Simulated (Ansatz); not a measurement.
# PbSe (Clausthalite) (Fm-3m) in Ansatz: a series of runs

One crystal, PbSe (Clausthalite), is run at these levels: PBEsol+D4, SVWN5, PBE; tasks: relaxation of cell and atoms, single point.

All numbers are computed with Ansatz 0.2.0; they aren't measurements. Logs are shortened: lines on timing, memory, paths and dates and some standing lists are left out, and cuts for length are marked.

**What was measured.**

From a printed reference work, monograph, for a bulk crystal of PbSe at 300 K: band gap 0.28 eV (direct).

How close the calculation comes is told below.

## 1. The crystal as given

It takes space group Fm-3m (No. 225, cubic). The conventional cell has a = 6.121 Å, b = 6.121 Å, c = 6.121 Å, α = 90.00°, β = 90.00°, γ = 90.00°. Pb (site symmetry m-3m) is surrounded by 6 Se at 3.06 Å. Se (site symmetry m-3m) is surrounded by 6 Pb at 3.06 Å.

## 2. Relaxation of cell and atoms, PBEsol+D4

The input, input.yaml:

```yaml
crystal:
  lattice:
    - [0.0, 3.06065, 3.06065]
    - [3.06065, 0.0, 3.06065]
    - [3.06065, 3.06065, 0.0]
  atoms:
    - { symbol: Pb, position: [0.0, 0.0, 0.0] }
    - { symbol: Se, position: [0.5, 0.5, 0.5] }
hamiltonian:
  xc: pbesol
  pseudopotentials: { kind: paw }
  dispersion: d4
kpoints:
  mp_grid: { grid: [8, 8, 8] }
scf:
  occupations: { method: fermi_dirac, width: 0.05 }
output:
  forces: true
  stress: true
  write_density: true
  write_potential: true
  elf: true
  volumetric_format: npy
relax:
  f_tol: 0.01
  max_steps: 40
  cell: { stress_tol: 0.05 }
```

Potentials or basis: Ansatz PAW.

Started as:

```
> ansatz run input.yaml --threads 2 --pin off --max-ram 5120MiB --backend cpu --events-out ev --progress --plain --runs-dir out
```

What it wrote:

```text
Warning: RAYON_NUM_THREADS=2 ignored (pool sized by the plan → 2); use --threads N
Engine: ansatz 0.2.0, aarch64-unknown-linux-gnu
Pseudopotentials: kind: paw
Pseudopotential: Pb, paw, valence charge 14, recommended cutoff 420 eV (normal), Pb.paw.azcp
Pseudopotential: Se, paw, valence charge 16, recommended cutoff 420 eV (normal), Se.paw.azcp
Functional definition: PBEsol
  exchange = pbesol_x
  correlation = pbesol_c
Crystal: 2 atoms, lattice volume = 57.342 Å³
Basis set: ecut = 420 eV, 1139 PW (Γ), exchange–correlation on 60×60×60 points (8 copies of the dense FFT grid, shifted against one another)
Bands: 19, of which v1, the nominal top of the filled ones, is band 15 counted from 1 (14 counted from 0)
Symmetry: 48 space group operations
Space group: Fm-3m (ITA 225), of the structure as read, at distance tolerance 3.9e-5 Å
k-points: 29 of 512
Non-local potential: Pb, projectors of the file, l = 0: 2, l = 1: 2, l = 2: 2, l = 3: 2
Non-local potential: Se, projectors of the file, l = 0: 2, l = 1: 2, l = 2: 3, l = 3: 1
PAW form: soft (Blöchl's): semilocal exchange-correlation on the pseudo side does not see the compensation charge
PAW frozen core: Pb, regenerated for the run's functional, and the local potential with it (the file was generated under x = pbe(κ = 0.804, μ = 0.2195149727645171), c = pbe(β = 0.06672455060314922))
PAW frozen core: Se, regenerated for the run's functional, and the local potential with it (the file was generated under x = pbe(κ = 0.804, μ = 0.2195149727645171), c = pbe(β = 0.06672455060314922))
PAW one-centre angular grid: Pb, 590 points (default); XC on 64 Gauss nodes
PAW one-centre angular grid: Se, 590 points (default); XC on 64 Gauss nodes
Initial density: superposition of atomic densities (neutral atoms: chi_scale 0, normalization atom), corrected by the library's trained network
Initial wavefunctions: pseudopotential atomic-orbital guess
Functional: x = pbesol(κ = 0.804, μ = 0.12345679012345678), c = pbesol(β = 0.046)
SCF iter   1: F=—  HF=-17180.680409 eV  |F-HF|=—  |Δ(HF+E_count)|=         —  Δρ=2.45e-3  dr2=6.60e-3  ethr=1.77e-3  ⟨swp⟩=6.0  Hψ=2647  notcnv=0
preconditioner: auto → none  [insulator: Δε(μ)=0.169 eV  Ē_g=15.218 eV  σ=0.050 eV  W_gap=0.69  n_scr=14 (ndim 8)  ℏωp=21.9 eV  f_vac=0.019  D(μ)=0.08/eV (n_scr^D=0)  ε∞_Penn≈3.1]
SCF iter   2: F=—  HF=-17180.677544 eV  |F-HF|=—  |Δ(HF+E_count)|=   2.86e-3  Δρ=1.16e-3  dr2=9.08e-4  ethr=2.20e-5  ⟨swp⟩=2.0  Hψ=1041  notcnv=0
SCF iter   3: F=—  HF=-17180.677271 eV  |F-HF|=—  |Δ(HF+E_count)|=   2.73e-4  Δρ=3.56e-4  dr2=5.07e-5  ethr=3.03e-6  ⟨swp⟩=3.0  Hψ=990  notcnv=0
SCF iter   4: F=—  HF=-17180.677280 eV  |F-HF|=—  |Δ(HF+E_count)|=   8.94e-6  Δρ=1.20e-4  dr2=3.89e-6  ethr=1.69e-7  ⟨swp⟩=2.9  Hψ=991  notcnv=0
SCF iter   5: F=—  HF=-17180.677283 eV  |F-HF|=—  |Δ(HF+E_count)|=   2.76e-6  Δρ=2.24e-5  dr2=2.52e-7  ethr=1.30e-8  ⟨swp⟩=2.0  Hψ=982  notcnv=0
SCF iter   6: F=-17180.677283 eV  HF=-17180.677283 eV  |F-HF|=1.39e-8  |Δ(HF+E_count)|=   2.11e-7  Δρ=4.90e-6  dr2=1.19e-8  ethr=3.33e-10  ⟨swp⟩=7.9  Hψ=3380  notcnv=0
SCF 1 converged in 6 iterations: F = -17180.677283 eV  dr2 = 1.19e-8
relax step   1: F+E_penalty+E_count = -17180.67728287 eV  Δ(F+E_penalty+E_count) = +0.000e0 eV  max|allowed force component| = 1.302e-29 eV/Å  Δτ_max = 0.0000 Å  P = -1.729 GPa  Ω = 57.342 Å³  (6 SCF iters, dr2 threshold 1.00e-7 eV, accepted)
Crystal: 2 atoms, lattice volume = 54.580 Å³
Basis set: ecut = 420 eV, 1067 PW (Γ), exchange–correlation on 60×60×60 points (8 copies of the dense FFT grid, shifted against one another)
Initial density: handed on by an earlier stage of this run
Initial wavefunctions: those handed on with the density
iter 1 solved again at ethr=3.68e-6 eV; its pass at ethr=3.10e-3 eV (dr2=1.10e-3 eV) is discarded
SCF iter   1: F=—  HF=-17180.685668 eV  |F-HF|=—  |Δ(HF+E_count)|=         —  Δρ=1.03e-3  dr2=9.91e-4  ethr=3.68e-6  ⟨swp⟩=2.2  Hψ=3466  notcnv=0
preconditioner: auto → Kerker (q_TF=auto, 2.469 Å⁻¹)  [metal: Δε(μ)=0.019 eV  Ē_g=15.407 eV  σ=0.050 eV  W_gap=0.09  n_scr=14 (ndim 8)  ℏωp=22.5 eV  f_vac=0.009  D(μ)=0.15/eV (n_scr^D=0)]
SCF iter   2: F=—  HF=-17180.685567 eV  |F-HF|=—  |Δ(HF+E_count)|=   1.01e-4  Δρ=6.97e-4  dr2=4.62e-4  ethr=3.30e-6  ⟨swp⟩=1.0  Hψ=551  notcnv=0
SCF iter   3: F=—  HF=-17180.685483 eV  |F-HF|=—  |Δ(HF+E_count)|=   8.36e-5  Δρ=1.71e-4  dr2=2.94e-5  ethr=1.54e-6  ⟨swp⟩=2.1  Hψ=656  notcnv=0
SCF iter   4: F=—  HF=-17180.685489 eV  |F-HF|=—  |Δ(HF+E_count)|=   5.93e-6  Δρ=7.34e-5  dr2=4.79e-6  ethr=9.79e-8  ⟨swp⟩=2.1  Hψ=963  notcnv=0
SCF iter   5: F=—  HF=-17180.685487 eV  |F-HF|=—  |Δ(HF+E_count)|=   2.84e-6  Δρ=3.91e-5  dr2=5.50e-7  ethr=1.60e-8  ⟨swp⟩=2.0  Hψ=987  notcnv=0
SCF iter   6: F=-17180.685487 eV  HF=-17180.685487 eV  |F-HF|=3.56e-8  |Δ(HF+E_count)|=   3.84e-7  Δρ=8.90e-6  dr2=3.44e-8  ethr=6.67e-10  ⟨swp⟩=8.4  Hψ=3542  notcnv=0
SCF 2 converged in 6 iterations: F = -17180.685487 eV  dr2 = 3.44e-8
relax step   2: F+E_penalty+E_count = -17180.68548694 eV  Δ(F+E_penalty+E_count) = -8.204e-3 eV  max|allowed force component| = 4.207e-29 eV/Å  Δτ_max = 0.0000 Å  P = +0.926 GPa  Ω = 54.580 Å³  energy of the carried Pulay correction = +3.003e-4 eV  (6 SCF iters, dr2 threshold 2.00e-7 eV, accepted)
Crystal: 2 atoms, lattice volume = 55.513 Å³
iter 1 solved again at ethr=8.36e-7 eV; its pass at ethr=3.10e-3 eV (dr2=2.51e-4 eV) is discarded
SCF iter   1: F=—  HF=-17180.687918 eV  |F-HF|=—  |Δ(HF+E_count)|=         —  Δρ=3.64e-4  dr2=1.23e-4  ethr=8.36e-7  ⟨swp⟩=2.9  Hψ=3444  notcnv=0
preconditioner: auto → Kerker (q_TF=auto, 2.462 Å⁻¹)  [metal: Δε(μ)=0.088 eV  Ē_g=15.335 eV  σ=0.050 eV  W_gap=0.41  n_scr=14 (ndim 8)  ℏωp=22.3 eV  f_vac=0.016  D(μ)=0.13/eV (n_scr^D=0)]
SCF iter   2: F=—  HF=-17180.687906 eV  |F-HF|=—  |Δ(HF+E_count)|=   1.23e-5  Δρ=2.42e-4  dr2=5.69e-5  ethr=4.11e-7  ⟨swp⟩=1.0  Hψ=551  notcnv=0
SCF iter   3: F=—  HF=-17180.687896 eV  |F-HF|=—  |Δ(HF+E_count)|=   9.96e-6  Δρ=6.09e-5  dr2=3.80e-6  ethr=1.90e-7  ⟨swp⟩=2.0  Hψ=657  notcnv=0
SCF iter   4: F=—  HF=-17180.687897 eV  |F-HF|=—  |Δ(HF+E_count)|=   6.93e-7  Δρ=2.19e-5  dr2=4.50e-7  ethr=1.27e-8  ⟨swp⟩=2.0  Hψ=904  notcnv=0
SCF iter   5: F=-17180.687897 eV  HF=-17180.687897 eV  |F-HF|=2.44e-8  |Δ(HF+E_count)|=   5.48e-8  Δρ=9.68e-6  dr2=4.24e-8  ethr=6.67e-10  ⟨swp⟩=8.5  Hψ=4173  notcnv=0
SCF 3 converged in 5 iterations: F = -17180.687897 eV  dr2 = 4.24e-8
  Residual-converged pass: ⟨swp⟩=1.0  Hψ=671  notcnv=0  max |occ|·‖R‖ = 7.0e-9 eV (tolerance 1.0e-8 eV)  dr2=4.24e-8  dr2_onsite=3.12e-8  max |Δocc| = 7.4e-14
relax step   3: F+E_penalty+E_count = -17180.68789686 eV  Δ(F+E_penalty+E_count) = -2.410e-3 eV  max|allowed force component| = 1.998e-29 eV/Å  Δτ_max = 0.0000 Å  P = -0.048 GPa  Ω = 55.513 Å³  energy of the carried Pulay correction = +1.961e-4 eV  (5 SCF iters, dr2 threshold 2.00e-7 eV, accepted)
Initial wavefunctions: pseudopotential atomic-orbital guess (no wavefunctions were taken with the density)
iter 1 solved again at ethr=7.99e-8 eV; its pass at ethr=3.10e-3 eV (dr2=2.40e-5 eV) is discarded
SCF iter   1: F=—  HF=-17180.687701 eV  |F-HF|=—  |Δ(HF+E_count)|=         —  Δρ=3.70e-5  dr2=1.87e-7  ethr=7.99e-8  ⟨swp⟩=3.1  Hψ=4181  notcnv=0
preconditioner: auto → Kerker (q_TF=auto, 2.462 Å⁻¹)  [metal: Δε(μ)=0.086 eV  Ē_g=15.338 eV  σ=0.050 eV  W_gap=0.41  n_scr=14 (ndim 8)  ℏωp=22.3 eV  f_vac=0.016  D(μ)=0.13/eV (n_scr^D=0)]
SCF iter   2: F=—  HF=-17180.687701 eV  |F-HF|=—  |Δ(HF+E_count)|=   1.81e-9  Δρ=1.99e-5  dr2=7.24e-8  ethr=6.24e-10  ⟨swp⟩=2.0  Hψ=987  notcnv=0
SCF iter   3: F=—  HF=-17180.687701 eV  |F-HF|=—  |Δ(HF+E_count)|=   3.37e-8  Δρ=7.25e-6  dr2=1.66e-8  ethr=2.41e-10  ⟨swp⟩=2.1  Hψ=843  notcnv=0
SCF iter   4: F=—  HF=-17180.687701 eV  |F-HF|=—  |Δ(HF+E_count)|=   1.13e-8  Δρ=1.94e-6  dr2=3.36e-9  ethr=5.52e-11  ⟨swp⟩=2.5  Hψ=850  notcnv=0
SCF iter   5: F=—  HF=-17180.687701 eV  |F-HF|=—  |Δ(HF+E_count)|=   2.27e-9  Δρ=6.57e-7  dr2=2.86e-10  ethr=1.12e-11  ⟨swp⟩=2.2  Hψ=758  notcnv=0
SCF iter   6: F=-17180.687701 eV  HF=-17180.687701 eV  |F-HF|=7.28e-12  |Δ(HF+E_count)|=  1.86e-10  Δρ=1.37e-7  dr2=7.18e-12  ethr=1.00e-12  ⟨swp⟩=4.3  Hψ=2652  notcnv=0
SCF 4 converged in 6 iterations: F = -17180.687701 eV  dr2 = 7.18e-12
relax step   4: F+E_penalty+E_count = -17180.68770144 eV  Δ(F+E_penalty+E_count) = +1.954e-4 eV  max|allowed force component| = 3.681e-30 eV/Å  Δτ_max = 0.0000 Å  P = -0.048 GPa  Ω = 55.513 Å³  stress off target by 4.82e-2 GPa  SCF on the basis re-selected at this cell (its energy is not comparable with the rows above)  (6 SCF iters)
basis re-selected at this cell: Δ(F+E_penalty+E_count) = +1.954e-4 eV, ΔP = -0.001 GPa vs the last step (what re-selecting the basis moved, of the pressure what is left beyond the Pulay correction that the steps carried, after the strain that the cell walked since its last selection, with what the two solves' SCF thresholds leave and, on support functions, any second-order correction that the steps lacked; it is no measure of the basis error at this ecutwfc). This SCF's stress stands 4.82e-2 GPa from its target on what of the cell is left free (relax.cell.stress_tol is 5.00e-2 GPa) and its largest allowed force component is 3.68e-30 eV/Å (relax.f_tol is 1.00e-2 eV/Å): within both
SCF converged after 6 iterations
Free energy (F): -17180.687701 eV
Harris-Foulkes:  -17180.687701 eV  (|F-HF|=7.28e-12)
Internal energy: -17180.686749 eV  (E = F + TS)
E sigma→0 (E₀):  -17180.687225 eV
Entropy (-TS):   -0.000952 eV (-0.476 meV/atom)
Fermi energy:    9.480142 eV
--- Per-component energies (eV) ---
  E_band       = -417.261256
  E_kinetic    = 406.937702
  E_local      = -3479.072251  (includes V_loc(G=0)·N_el)
  E_nonlocal   = -240.722816
  E_hartree    = 1620.771203
  E_xc         = -323.306958
  E_vxc        = -231.917816  (∫ρ·V_xc dr)
  E_paw        = -12121.456799  (= ΣΔE_a)
  E_vpaw       = -114.027979  (= ΣTr[D̂ρ^β])
  E_aug_tail   = -0.000459  (compensation charges beyond the density's cutoff)
  E_ewald      = -3044.430546
  E_disp       = -0.476391  (pairwise vdW)
  E_core_change = 1.070567  (= ΣΔE_core)
  E_smearing   = -0.000952  (= −TS)
  E_closure    = 0.000000  (closes the sum)
  Σ components = -17180.687701   (vs F -17180.687701, Δ=0.00e0)
--- Forces (eV/Å), atoms counted from 1 ---
  atom   1  Pb    -0.00000000     0.00000000    -0.00000000
  atom   2  Se    -0.00000000     0.00000000     0.00000000
  max |Σ_I F_I| component: 1.53e-29 eV/Å
--- Stress (GPa, compression-positive) ---
       -0.048216      -0.000000      -0.000000
       -0.000000      -0.048216      -0.000000
       -0.000000      -0.000000      -0.048216
  P = ⅓ Tr σ = -0.0482 GPa (-0.482 kbar)
--- Band table (eV; the first three rows and the last of 29) ---
  k-point 0: bands = ["-38.0151", "-38.0151", "-38.0124", "-38.0124", "-38.0124", "-7.4147", "-7.4147", "-7.4138", "-7.4138", "-7.4138", "-4.4885", "3.1312", "7.3807", "7.3807", "7.3807", "14.1547", "14.1547", "14.1547", "15.7883"]
  k-point 1: bands = ["-38.0151", "-38.0151", "-38.0124", "-38.0124", "-38.0124", "-7.4189", "-7.4189", "-7.4133", "-7.4084", "-7.4084", "-4.3626", "2.6893", "7.4242", "7.4242", "7.6936", "13.0232", "13.4328", "13.4328", "15.5784"]
  k-point 2: bands = ["-38.0151", "-38.0151", "-38.0124", "-38.0124", "-38.0124", "-7.4292", "-7.4292", "-7.4122", "-7.3949", "-7.3949", "-4.0150", "1.7338", "7.5515", "7.5515", "8.2956", "11.4910", "12.2566", "12.2566", "15.7694"]
  k-point 28: bands = ["-38.0151", "-38.0150", "-38.0124", "-38.0124", "-38.0123", "-7.5280", "-7.4159", "-7.3998", "-7.3998", "-7.3618", "-2.8796", "1.2480", "4.8964", "4.8964", "8.5602", "11.2158", "14.3035", "14.3035", "17.1441"]
--- Relaxed structure (3 steps of the walk, 3 accepted, 1 SCFs on fresh bases) ---
  F+E_penalty+E_count = -17180.68770144 eV   max|allowed force component| = 3.681e-30 eV/Å   (the final SCF, on the basis selected at the relaxed cell)
  cell:  # Å, volume = 55.5125 Å³
    - [1.2738430082238974e-35, 3.027752376289508, 3.027752376289508]
    - [3.027752376289508, 4.5228312430720575e-34, 3.027752376289508]
    - [3.027752376289508, 3.027752376289508, 1.592992324157093e-34]
  atoms:
    - { symbol: Pb, position: [3.6051079476335805e-36, -1.3109483446428594e-36, -1.048758675663555e-35] }
    - { symbol: Se, position: [0.49999999999999994, 0.49999999999999994, 0.49999999999999994] }
```

It took 4.1 s on 2 threads of Arm Neoverse V1, shared host; peak memory 0.35 GiB.

What came out:

```yaml
Free_energy: -17180.6877 eV
Relaxed_volume: 27.76 Å³/atom
Relaxed_cell: a = 4.282 Å, b = 4.282 Å, c = 4.282 Å, α = 60.00°, β = 60.00°, γ = 60.00°
Space_group_after_relaxing_to_0.05_Å: Fm-3m (No. 225)
Energy_gained_by_relaxing: 5.2 meV/atom
Ionic_steps: 4
Pressure_after_relaxing: 0.0 GPa
Band_gap_on_the_k_mesh: 0.09 eV, direct
```

Step by step:
```
step  energy change (eV)  largest force (eV/Å)  volume (Å³)
   1              0.0000                0.0000        57.34
   2             -0.0082                0.0000        54.58
   3             -0.0106                0.0000        55.51
   4             -0.0104                0.0000        55.51
```

Final structure:
```yaml
crystal:
  lattice:
    - [0.00000, 3.02775, 3.02775]
    - [3.02775, 0.00000, 3.02775]
    - [3.02775, 3.02775, 0.00000]
  atoms:
    - { symbol: Pb, position: [0.00000, 0.00000, 0.00000] }
    - { symbol: Se, position: [0.50000, 0.50000, 0.50000] }
```

Levels at points of the mesh, in eV from the valence-band top:
| k point | band 12 | band 13 | band 14 | band 15 | band 16 | band 17 | band 18 | band 19 |
| --- | --- | --- | --- | --- | --- | --- | --- | --- |
| (0.00, 0.00, 0.00) | -6.31 | -2.06 | -2.06 | -2.06 | 4.72 | 4.72 | 4.72 | 6.35 |
| (0.00, 0.00, -0.50) | -9.05 | -1.62 | -1.62 | 0.00 | 0.09 | 1.55 | 1.55 | 8.41 |
| (0.00, -0.50, -0.50) | -7.48 | -5.33 | -3.49 | -3.49 | 3.41 | 5.67 | 5.67 | 6.11 |

Caveat: the plane-wave basis is chosen anew once the cell has moved, so the energies of steps on either side of that aren't comparable; spin-orbit coupling is left out, which as a rule narrows the gap of such compounds by several tenths of an eV; the PAW data sets come from PBE, with cores solved anew for the run's functional, which leaves a small shift of forces and pressure.

## 3. Relaxation of cell and atoms, SVWN5

input.yaml, as its differences from that of step 2:

```diff
@@ -9,5 +9,4 @@
 hamiltonian:
-  xc: pbesol
+  xc: { exchange: slater, correlation: vwn5 }
   pseudopotentials: { kind: paw }
-  dispersion: d4
 kpoints:
```

Potentials or basis: Ansatz PAW.

Started as:

```
> ansatz run input.yaml --threads 2 --pin off --max-ram 5120MiB --backend cpu --events-out ev --progress --plain --runs-dir out
```

Run time: 4.5 s. Hardware: 2 threads of Arm Neoverse V1, shared host; peak memory 0.34 GiB.

The run converged. Its results:

```
Free energy                            : -16987.9695 eV
Relaxed volume                         : 27.51 Å³/atom
Relaxed cell                           : a = 4.269 Å, b = 4.269 Å, c = 4.269 Å, α = 60.00°, β = 60.00°, γ = 60.00°
Space group after relaxing (to 0.05 Å) : Fm-3m (No. 225)
Energy gained by relaxing              : 8.1 meV/atom
Ionic steps                            : 5
Pressure after relaxing                : 0.0 GPa
Band gap on the k mesh                 : 0.05 eV, direct
```

The path:
```csv
step,energy change (eV),largest force (eV/Å),volume (Å³)
1,0.0000,0.0000,57.34
2,-0.0124,0.0000,53.89
3,-0.0165,0.0000,55.10
4,-0.0166,0.0000,55.03
5,-0.0162,0.0000,55.03
```

Final structure:
```cif
data_structure
_symmetry_space_group_name_H-M 'P 1'
_symmetry_Int_Tables_number 1
_cell_length_a 4.2694
_cell_length_b 4.2694
_cell_length_c 4.2694
_cell_angle_alpha 60.000
_cell_angle_beta 60.000
_cell_angle_gamma 60.000
_cell_volume 55.03
loop_
_atom_site_label
_atom_site_type_symbol
_atom_site_fract_x
_atom_site_fract_y
_atom_site_fract_z
_atom_site_occupancy
Pb1 Pb 0.00000 0.00000 0.00000 1
Se1 Se 0.50000 0.50000 0.50000 1
```

Levels at points of the mesh, in eV from the valence-band top:
| k point | band 12 | band 13 | band 14 | band 15 | band 16 | band 17 | band 18 | band 19 |
| --- | --- | --- | --- | --- | --- | --- | --- | --- |
| (0.00, 0.00, 0.00) | -6.39 | -2.07 | -2.07 | -2.07 | 4.67 | 4.67 | 4.67 | 6.41 |
| (0.00, 0.00, -0.50) | -9.15 | -1.61 | -1.61 | 0.00 | 0.05 | 1.51 | 1.51 | 8.47 |
| (0.00, -0.50, -0.50) | -7.59 | -5.37 | -3.51 | -3.51 | 3.45 | 5.65 | 5.65 | 6.10 |

Caveat: the plane-wave basis is chosen anew once the cell has moved, so the energies of steps on either side of that aren't comparable; spin-orbit coupling is left out, which as a rule narrows the gap of such compounds by several tenths of an eV; the PAW data sets come from PBE, with cores solved anew for the run's functional, which leaves a small shift of forces and pressure.

## 4. Single point, PBE

The input, input.yaml:

```yaml
crystal:
  lattice:
    - [0.0, 3.06065, 3.06065]
    - [3.06065, 0.0, 3.06065]
    - [3.06065, 3.06065, 0.0]
  atoms:
    - { symbol: Pb, position: [0.0, 0.0, 0.0] }
    - { symbol: Se, position: [0.5, 0.5, 0.5] }
hamiltonian:
  xc: pbe
  pseudopotentials: { kind: paw }
kpoints:
  mp_grid: { grid: [8, 8, 8] }
scf:
  occupations: { method: fermi_dirac, width: 0.05 }
basis:
  ecutwfc: "500 eV"
output:
  forces: true
  stress: true
  eigenvalues: true
```

Started as:

```
> ansatz run input.yaml --threads 2 --pin off --max-ram 5120MiB --backend cpu --events-out ev --progress --plain --runs-dir out
```

Run time: 1.3 s. Hardware: 2 threads of Arm Neoverse V1, shared host; peak memory 0.35 GiB.

Results (log left out):

```yaml
Free_energy: -17376.6041 eV
Pressure: 2.4 GPa
Band_gap_on_the_k_mesh: 0.29 eV, direct
```

Levels at points of the mesh, in eV from the valence-band top:
| k point | band 11 | band 12 | band 13 | band 14 | band 15 | band 16 | band 17 | band 18 | band 19 |
| --- | --- | --- | --- | --- | --- | --- | --- | --- | --- |
| (0.00, 0.00, 0.00) | -13.60 | -6.30 | -1.89 | -1.89 | -1.89 | 4.71 | 4.71 | 4.71 | 6.52 |
| (0.00, 0.00, -0.50) | -12.54 | -8.80 | -1.48 | -1.48 | 0.00 | 0.29 | 1.69 | 1.69 | 8.54 |
| (0.00, -0.50, -0.50) | -12.17 | -7.38 | -4.99 | -3.24 | -3.24 | 3.69 | 5.61 | 5.61 | 6.04 |

Caveat: spin-orbit coupling is left out, which as a rule narrows the gap of such compounds by several tenths of an eV.

## 5. Summary

| task | level | cell | cutoff (eV) | gap on the mesh (eV) | pressure (GPa) | relaxed volume (Å³/atom) |
| --- | --- | --- | --- | --- | --- | --- |
| relaxation of cell and atoms | PBEsol+D4 | relaxed | 420 | 0.09 | 0.0 | 27.76 |
| relaxation of cell and atoms | SVWN5 | relaxed | 420 | 0.05 | 0.0 | 27.51 |
| single point | PBE | as given | 500 | 0.29 | 2.4 | - |

Alike in all rows: potentials or basis Ansatz PAW; no spin polarisation; k mesh 8 × 8 × 8; smearing fermi-dirac 0.05 eV.

Caveats: spin-orbit coupling is left out, which as a rule narrows the gap of such compounds by several tenths of an eV; the plane-wave basis is chosen anew once the cell has moved, so the energies of steps on either side of that aren't comparable (some runs); the PAW data sets come from PBE, with cores solved anew for the run's functional, which leaves a small shift of forces and pressure (some runs).

Absolute energies hang on the potentials; compare differences alone.

## 6. How close it comes

Step 2. The cell as given is a measured one (28.67 Å³/atom); PBEsol+D4 puts the equilibrium volume -3.2 % from it, thermal expansion not counted.

Step 3. The cell as given is a measured one (28.67 Å³/atom); SVWN5 puts the equilibrium volume -4.0 % from it, thermal expansion not counted.

Step 4. Against the measured gap of PbSe, 0.28 eV (direct; 300 K; a printed reference work, monograph), the calculated 0.29 eV is off by +0.01 eV. 2 values of this kind are on record (0.15 to 0.28 eV); this one was drawn at random. Spin-orbit coupling on Pb, Se is left out. The value is that of PBE on a finite k mesh, which can miss the band edges, without temperature or zero-point motion.
